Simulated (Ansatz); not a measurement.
A surface is cut from this relaxed crystal of ScAl$_{2}$:

```
Sc Al
1.0
     0.00000    3.77765    3.77765
     3.77765    0.00000    3.77765
     3.77765    3.77765    0.00000
Sc Al
2 4
Direct
  0.50000 0.50000 0.50000
  0.75000 0.75000 0.75000
  0.12500 0.12500 0.12500
  0.62500 0.12500 0.12500
  0.12500 0.62500 0.12500
  0.12500 0.12500 0.62500
```

Miller indices refer to the conventional cell of Fd-3m (No. 227), a = 7.555 Å, b = 7.555 Å, c = 7.555 Å, α = 90.00°, β = 90.00°, γ = 90.00°.

The (100) slab of 11 planes, 9.4 Å thick with 15 Å of vacuum as cut; outer planes Al (top) and Al (bottom).

The calculation used DFT r2SCAN, scalar-relativistic, plane waves, PAW in Ansatz. Cutoff 500 eV; k points 7×7×1 on the computed 17-atom cell (Γ-centred); Gaussian smearing, width 0.10 eV; no spin polarisation. A dipole correction removes the field between periodic images along c.

The slab isn't stoichiometric (Sc5Al12), so its surface energy depends on the chemical potentials and isn't given.

Results for the relaxed slab:

```
Work function : 4.30 eV
```

Relaxation lowers the energy by 0.017 J/m² a face; the largest move is 0.046 Å.

```csv
plane (bottom to top),atoms,"spacing to next, bulk (Å)",relaxed (Å),change (%)
1,Al2,0.944,1.002,+6.1
2,Sc,0.944,0.892,-5.6
3,Al2,0.944,0.932,-1.3
4,Sc,0.944,0.962,+1.9
5,Al2,0.944,0.946,+0.2
6,Sc,0.944,0.946,+0.2
7,Al2,0.944,0.962,+1.9
8,Sc,0.944,0.932,-1.3
9,Al2,0.944,0.892,-5.6
10,Sc,0.944,1.002,+6.1
11,Al2,,,
```